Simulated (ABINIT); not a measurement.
# ZnO (P6_3/mmc) in ABINIT: settings compared

The runs below take ZnO through band structure, with PBEsol, r2SCAN.

Everything below comes from runs of ABINIT 10.8.3 (patched build). Logs are shortened: lines on timing, memory, paths and dates and some standing lists are left out, and cuts for length are marked. The log counts tension as positive stress, the text compression.

## Step 1: The crystal as given

The structure is hexagonal, space group P6_3/mmc (No. 194). The conventional cell has a = 3.288 Å, b = 3.288 Å, c = 7.130 Å, α = 90.00°, β = 90.00°, γ = 120.00°. Zn (site symmetry -6m2) is surrounded by 3 O at 1.90 Å. O (site symmetry -6m2) is surrounded by 3 Zn at 1.90 Å.

Measurements of this composition are mostly on another form, of space group No. 186.

## Step 2: Band structure, PBEsol

run.abi reads:

```
# Datasets: ground state, then fixed potential
ndtset 2

# Pseudopotentials
pp_dirpath "./"
pseudos "Zn.GGA_PBE-JTH.xml, O.GGA_PBE-JTH.xml"

# Structure
acell 3*1.0
rprim
     6.2133574367     0.0000000000     0.0000000000
    -3.1066787183     5.3809253829     0.0000000000
     0.0000000000     0.0000000000    13.4745812992
ntypat 2
znucl 30 8
natom 4
typat 1 1 2 2
xred
     0.0000000000     0.0000000000     0.2500000000
     0.0000000000     0.0000000000     0.7500000000
     0.6666666667     0.3333333333     0.7500000000
     0.3333333333     0.6666666667     0.2500000000

# Plane-wave basis
ecut 23.0
pawecutdg 45.0
pawxcdev 0

# Exchange and correlation
ixc -116133

# Bands and occupations
occopt 3
tsmear 0.00183747

# SCF cycle
nstep 100

# Output
iomode 3
prtwf 0
prteig 0
prtebands 0
prtden1 1

# Dataset 1
kptopt1 1
ngkpt1 9 9 4
nshiftk1 1
shiftk1 0.0 0.0 0.0
nband1 22
tolvrs1 1.0e-9

# Dataset 2: bands along G-M-K-G-A-L-H-A
iscf2 -2
getden2 1
nband2 28
nbdbuf2 4
tolwfr2 1.0e-11
kptopt2 -7
ndivsm2 8
prteig2 1
prtvol2 -3
kptbounds2
     0.0000000000     0.0000000000     0.0000000000
     0.5000000000     0.0000000000     0.0000000000
     0.3333333333     0.3333333333     0.0000000000
     0.0000000000     0.0000000000     0.0000000000
     0.0000000000     0.0000000000     0.5000000000
     0.5000000000     0.0000000000     0.5000000000
     0.3333333333     0.3333333333     0.5000000000
     0.0000000000     0.0000000000     0.5000000000
```

Potentials or basis: JTH PAW PBE v2.0.

The run is started by

```
abinit run.abi > log 2>&1
```

run.abo:

```text
.Version 10.8.3 of ABINIT
 DATASET    1 : space group P6_3/m m c (#194); Bravais hP (primitive hexag.)
================================================================================
 Values of the parameters that define the memory need for DATASET  1.
     intxc =       0    ionmov =       0      iscf =      17    lmnmax =      18
     lnmax =       6     mgfft =      60  mpssoang =       3    mqgrid =    4069
     natom =       4  nloc_mem =       2    nspden =       1   nspinor =       1
    nsppol =       1      nsym =      24    n1xccc =       1    ntypat =       2
    occopt =       3   xclevel =       2
       mpw =        2391          nfft =       54000          nkpt =          36
 PAW method is used; the additional fine FFT grid is defined by:
   mgfftf=        90    nfftf =    144000
================================================================================
================================================================================

 DATASET    2 : space group P6_3/m m c (#194); Bravais hP (primitive hexag.)
================================================================================
 Values of the parameters that define the memory need for DATASET  2.
     intxc =       0    ionmov =       0      iscf =      -2    lmnmax =      18
     lnmax =       6     mgfft =      60  mpssoang =       3    mqgrid =    4069
     natom =       4  nloc_mem =       2    nspden =       1   nspinor =       1
    nsppol =       1      nsym =      24    n1xccc =       1    ntypat =       2
    occopt =       3   xclevel =       2
       mpw =        2399          nfft =       54000          nkpt =         119
 PAW method is used; the additional fine FFT grid is defined by:
   mgfftf=        90    nfftf =    144000
================================================================================
================================================================================

--------------------------------------------------------------------------------
------------- Echo of variables that govern the present computation ------------
--------------------------------------------------------------------------------
 -outvars: echo values of preprocessed input variables --------
            acell      1.0000000000E+00  1.0000000000E+00  1.0000000000E+00 Bohr
              amu      6.53900000E+01  1.59994000E+01
             ecut      2.30000000E+01 Hartree
           getden1          0
           getden2          1
             iscf1         17
             iscf2         -2
              ixc     -116133
           jdtset        1    2
           kptopt1          1
           kptopt2         -7
         kptrlatt        9    0    0      0    9    0      0    0    4
          kptrlen1     5.38983252E+01
          kptrlen2     3.00000000E+01
            natom           4
            nband1         22
            nband2         28
           nbdbuf1          0
           nbdbuf2          4
           ndtset           2
           ndivsm1          0
           ndivsm2          8
            ngfft          30      30      60
          ngfftdg          40      40      90
             nkpt1         36
             nkpt2        119
            nstep         100
             nsym          24
           ntypat           2
           occopt           3
        pawecutdg      4.50000000E+01 Hartree
         pawxcdev           0
        prtebands           0
           prteig1          0
           prteig2          1
           prtvol1          0
           prtvol2         -3
            prtwf           0
            rprim      6.2133574367E+00  0.0000000000E+00  0.0000000000E+00
                      -3.1066787183E+00  5.3809253829E+00  0.0000000000E+00
                       0.0000000000E+00  0.0000000000E+00  1.3474581299E+01
           shiftk1     0.00000000E+00  0.00000000E+00  0.00000000E+00
           shiftk2     5.00000000E-01  5.00000000E-01  5.00000000E-01
          spgroup         194
           tolvrs1     1.00000000E-09
           tolvrs2     0.00000000E+00
[... 298 lines left out ...]
 -2.2356E-02  3.1234E-02  9.5266E-02  9.5266E-02  9.5582E-02  9.5582E-02
  1.2265E-01  2.1587E-01  2.8280E-01  4.9534E-01  4.9722E-01  5.6209E-01
  5.6209E-01  5.9109E-01  5.9109E-01  7.0980E-01
 Non-SCF case, kpt    2 (  0.02500  0.00000  0.00000), residuals and eigenvalues=
[... 1165 lines left out ...]
 -8.2468E-02 -8.2468E-02 -7.9454E-02 -7.9454E-02 -7.9354E-02 -7.9354E-02
  1.6793E-03  1.6793E-03  9.3971E-02  9.3971E-02  9.5022E-02  9.5022E-02
  1.6528E-01  1.6528E-01  3.5919E-01  3.5919E-01  5.7196E-01  5.7196E-01
  5.7517E-01  5.7517E-01  6.6990E-01  6.6990E-01
 Non-SCF case, kpt  119 (  0.00000  0.00000  0.50000), residuals and eigenvalues=
  2.59E-12  3.32E-12  1.85E-12  4.92E-12  4.36E-12  5.49E-12  1.53E-12  2.32E-12
  3.69E-12  6.71E-12  1.49E-12  7.17E-12  7.62E-13  5.07E-12  3.03E-12  5.17E-12
  5.04E-13  1.84E-12  5.23E-12  5.73E-12  6.64E-12  5.74E-12  4.61E-12  4.64E-12
  6.44E-12  2.36E-11  6.97E-08  2.13E-07
 -5.4262E-01 -5.4262E-01 -1.2971E-01 -1.2971E-01 -1.2971E-01 -1.2971E-01
 -8.2437E-02 -8.2437E-02 -7.9344E-02 -7.9344E-02 -7.9344E-02 -7.9344E-02
  1.2988E-03  1.2988E-03  9.5428E-02  9.5428E-02  9.5428E-02  9.5428E-02
  1.6387E-01  1.6387E-01  3.5903E-01  3.5903E-01  5.7466E-01  5.7466E-01
  5.7466E-01  5.7466E-01  6.7021E-01  6.7021E-01

--- !ResultsGS
iteration_state: {dtset: 2, }
comment   : Summary of ground state results
lattice_vectors:
- [  6.2133574,   0.0000000,   0.0000000, ]
- [ -3.1066787,   5.3809254,   0.0000000, ]
- [  0.0000000,   0.0000000,  13.4745813, ]
lattice_lengths: [   6.21336,    6.21336,   13.47458, ]
lattice_angles: [ 90.000,  90.000, 120.000, ] # degrees, (23, 13, 12)
lattice_volume:   4.5050393E+02
convergence: {deltae:  0.000E+00, res2:  0.000E+00, residm:  9.996E-12, diffor:  0.000E+00, }
etotal    :  -1.60810806E+02
entropy   :   0.00000000E+00
fermie    :   1.11632354E-01
cartesian_stress_tensor: null
pressure_GPa: null
xred      :
- [  0.0000E+00,   0.0000E+00,   2.5000E-01, Zn]
- [  0.0000E+00,   0.0000E+00,   7.5000E-01, Zn]
- [  6.6667E-01,   3.3333E-01,   7.5000E-01,  O]
- [  3.3333E-01,   6.6667E-01,   2.5000E-01,  O]
cartesian_forces: null
force_length_stats: {min: null, max: null, mean: null, }
...

 Integrated electronic density in atomic spheres:
 ------------------------------------------------
 Atom  Sphere_radius  Integrated_density
    1        2.30770         10.90559152
    2        2.30770         10.90559152
    3        1.41465          4.49483521
    4        1.41465          4.49483521

================================================================================

 ----iterations are completed or convergence reached----

 Mean square residual over all n,k,spin=   51.909E-13; max=  99.962E-13
 reduced coordinates (array xred) for    4 atoms
       0.000000000000      0.000000000000      0.250000000000
       0.000000000000      0.000000000000      0.750000000000
       0.666666666667      0.333333333333      0.750000000000
       0.333333333333      0.666666666667      0.250000000000

 cartesian coordinates (angstrom) at end:
    1      0.00000000000000     0.00000000000000     1.78261033628975
    2      0.00000000000000     0.00000000000000     5.34783100886925
    3      1.64398357824168     0.94915436142281     5.34783100886925
    4      0.00000000001764     1.89830872284562     1.78261033628975
 length scales=  1.000000000000  1.000000000000  1.000000000000 bohr
              =  0.529177210544  0.529177210544  0.529177210544 angstroms
 Eigenvalues (hartree) for nkpt= 119  k points:
 kpt#   1, nband= 28, wtk=  1.00000, kpt=  0.0000  0.0000  0.0000 (reduced coord)
  -0.54413   -0.54109   -0.12998   -0.12998   -0.12944   -0.12944   -0.08727   -0.08003
  -0.08003   -0.07865   -0.07865   -0.07556   -0.02236    0.03123    0.09527    0.09527
   0.09558    0.09558    0.12265    0.21587    0.28280    0.49534    0.49722    0.56209
   0.56209    0.59109    0.59109    0.70980
 kpt#   2, nband= 28, wtk=  1.00000, kpt=  0.0250  0.0000  0.0000 (reduced coord)
  -0.54402   -0.54099   -0.13003   -0.12983   -0.12950   -0.12929   -0.08723   -0.08030
  -0.08004   -0.07878   -0.07866   -0.07553   -0.02182    0.03150    0.09251    0.09441
   0.09482    0.09522    0.12541    0.21717    0.28274    0.49508    0.49770    0.55912
   0.56253    0.58881    0.59177    0.71347
 kpt#   3, nband= 28, wtk=  1.00000, kpt=  0.0500  0.0000  0.0000 (reduced coord)
  -0.54369   -0.54069   -0.13019   -0.12967   -0.12937   -0.12883   -0.08713   -0.08105
  -0.08008   -0.07917   -0.07868   -0.07544   -0.02026    0.03229    0.08616    0.09104
   0.09352    0.09413    0.13181    0.22091    0.28257    0.49431    0.49914    0.55103
   0.56386    0.58245    0.59379    0.72400
 kpt#   4, nband= 28, wtk=  1.00000, kpt=  0.0750  0.0000  0.0000 (reduced coord)
  -0.54315   -0.54019   -0.13042   -0.12993   -0.12861   -0.12807   -0.08696   -0.08222
[... 564 lines left out ...]
  -0.54220   -0.54220   -0.12993   -0.12993   -0.12909   -0.12909   -0.08260   -0.08260
  -0.07974   -0.07974   -0.07938   -0.07938    0.00280    0.00280    0.08993    0.08993
   0.09381    0.09381    0.16920    0.16920    0.35967    0.35967    0.56455    0.56455
   0.57669    0.57669    0.66887    0.66887
 kpt# 118, nband= 28, wtk=  1.00000, kpt=  0.0145  0.0145  0.5000 (reduced coord)
  -0.54251   -0.54251   -0.12977   -0.12977   -0.12956   -0.12956   -0.08247   -0.08247
  -0.07945   -0.07945   -0.07935   -0.07935    0.00168    0.00168    0.09397    0.09397
   0.09502    0.09502    0.16528    0.16528    0.35919    0.35919    0.57196    0.57196
   0.57517    0.57517    0.66990    0.66990
 kpt# 119, nband= 28, wtk=  1.00000, kpt=  0.0000  0.0000  0.5000 (reduced coord)
  -0.54262   -0.54262   -0.12971   -0.12971   -0.12971   -0.12971   -0.08244   -0.08244
  -0.07934   -0.07934   -0.07934   -0.07934    0.00130    0.00130    0.09543    0.09543
   0.09543    0.09543    0.16387    0.16387    0.35903    0.35903    0.57466    0.57466
   0.57466    0.57466    0.67021    0.67021

== END DATASET(S) ==============================================================
================================================================================

 -outvars: echo values of variables after computation  --------
            acell      1.0000000000E+00  1.0000000000E+00  1.0000000000E+00 Bohr
           etotal1    -1.6081080583E+02
            fcart1     6.5004594953E-29  3.7530420395E-29 -1.5611832634E-31
                       6.5004594953E-29  3.7530420395E-29  1.5611832634E-31
                      -3.6835937140E-28 -3.1275350329E-28 -0.0000000000E+00
                       2.3835018150E-28  2.3769266250E-28 -0.0000000000E+00
            rprim      6.2133574367E+00  0.0000000000E+00  0.0000000000E+00
                      -3.1066787183E+00  5.3809253829E+00  0.0000000000E+00
                       0.0000000000E+00  0.0000000000E+00  1.3474581299E+01
           strten1     2.2009019005E-04  2.2009019018E-04  3.3033837051E-05
                       0.0000000000E+00  0.0000000000E+00 -4.4362846332E-14
           xangst      0.0000000000E+00  0.0000000000E+00  1.7826103363E+00
                       0.0000000000E+00  0.0000000000E+00  5.3478310089E+00
                       1.6439835782E+00  9.4915436142E-01  5.3478310089E+00
                       1.7639285937E-11  1.8983087228E+00  1.7826103363E+00
             xred      0.0000000000E+00  0.0000000000E+00  2.5000000000E-01
                       0.0000000000E+00  0.0000000000E+00  7.5000000000E-01
                       6.6666666667E-01  3.3333333333E-01  7.5000000000E-01
                       3.3333333333E-01  6.6666666667E-01  2.5000000000E-01
 Calculation completed.
```

Wall time 8.3 min (1 thread of Intel Xeon Platinum 8259CL at 2.50GHz (Skylake/Cascade Lake), shared host); peak memory 0.24 GiB.

What came out:

* Free energy: -4375.8850 eV
* Pressure: -4.6 GPa
* Band gap on the k mesh: 0.74 eV, direct
* Band gap along the path: 0.74 eV, direct

Levels at the corners of the path, in eV from the valence-band top:
```csv
point,band 15,band 16,band 17,band 18,band 19,band 20,band 21,band 22
Γ,-0.01,-0.01,0.00,0.00,0.74,3.27,5.09,10.88
M,-1.90,-1.81,-0.92,-0.91,4.81,5.44,6.10,8.68
K,-3.74,-3.37,-0.71,-0.71,4.98,6.32,8.55,8.55
Γ,-0.01,-0.01,0.00,0.00,0.74,3.27,5.09,10.88
A,0.00,0.00,0.00,0.00,1.86,1.86,7.17,7.17
L,-1.86,-1.86,-0.88,-0.88,4.94,4.94,7.54,7.54
H,-3.70,-3.70,-0.70,-0.70,5.74,5.74,9.03,9.03
A,0.00,0.00,0.00,0.00,1.86,1.86,7.17,7.17
```

Caveat: the PAW data sets were made with another functional, which shifts forces and pressure a little; the atomic spheres overlap. A hybrid or GW would open this gap; PBEsol tends to underestimate it.

## Step 3: Band structure, r2SCAN

run.abi, as its differences from that of step 2:

```diff
@@ -24,8 +24,9 @@
 # Plane-wave basis
-ecut 23.0
-pawecutdg 45.0
-pawxcdev 0
+ecut 28.0
+pawecutdg 50.0
 
 # Exchange and correlation
-ixc -116133
+ixc -497498
+usekden 1
+pawxcdev 0
 
@@ -44,2 +45,3 @@
 prtden1 1
+prtkden1 1
 
@@ -51,3 +53,3 @@
 nband1 22
-tolvrs1 1.0e-9
+tolvrs1 1.0e-7
 
@@ -56,2 +58,3 @@
 getden2 1
+getkden2 1
 nband2 28
```

Potentials or basis: JTH PAW PBE v2.0.

The run is started by

```
abinit run.abi > log 2>&1
```

It took 36 min on 1 thread of Intel Xeon Platinum 8259CL at 2.50GHz (Skylake/Cascade Lake), shared host; peak memory 0.31 GiB.

The run converged. Its results:

| Quantity | Value |
| --- | --- |
| Free energy | -4005.0425 eV |
| Pressure | -4.6 GPa |
| Band gap on the k mesh | 1.10 eV, direct |
| Band gap along the path | 1.10 eV, direct |

Stress tensor (GPa, compression positive):
```
-6.13  0.00  0.00
 0.00 -6.13  0.00
 0.00  0.00 -1.60
```

Levels at the corners of the path, in eV from the valence-band top:
| point | band 14 | band 15 | band 16 | band 17 | band 18 | band 19 | band 20 | band 21 | band 22 | band 23 |
| --- | --- | --- | --- | --- | --- | --- | --- | --- | --- | --- |
| Γ | -1.89 | -0.01 | -0.01 | 0.00 | 0.00 | 1.10 | 3.84 | 5.46 | 11.55 | 11.57 |
| M | -3.58 | -1.93 | -1.85 | -1.05 | -1.03 | 5.23 | 5.93 | 6.62 | 9.25 | 9.38 |
| K | -3.76 | -3.76 | -3.40 | -0.85 | -0.85 | 5.41 | 6.82 | 9.06 | 9.06 | 9.55 |
| Γ | -1.89 | -0.01 | -0.01 | 0.00 | 0.00 | 1.10 | 3.84 | 5.46 | 11.55 | 11.57 |
| A | -2.68 | 0.00 | 0.00 | 0.00 | 0.00 | 2.26 | 2.26 | 7.71 | 7.71 | 13.91 |
| L | -3.83 | -1.89 | -1.89 | -1.01 | -1.01 | 5.38 | 5.38 | 8.08 | 8.08 | 9.42 |
| H | -3.76 | -3.72 | -3.72 | -0.83 | -0.83 | 6.20 | 6.20 | 9.46 | 9.46 | 9.64 |
| A | -2.68 | 0.00 | 0.00 | 0.00 | 0.00 | 2.26 | 2.26 | 7.71 | 7.71 | 13.91 |

Caveat: totals of a meta-GGA on PAW files have another zero than those of a GGA; the PAW data sets were made with another functional, which shifts forces and pressure a little; the atomic spheres overlap. r2SCAN opens gaps a little over a GGA but as a rule still falls short of measured ones.
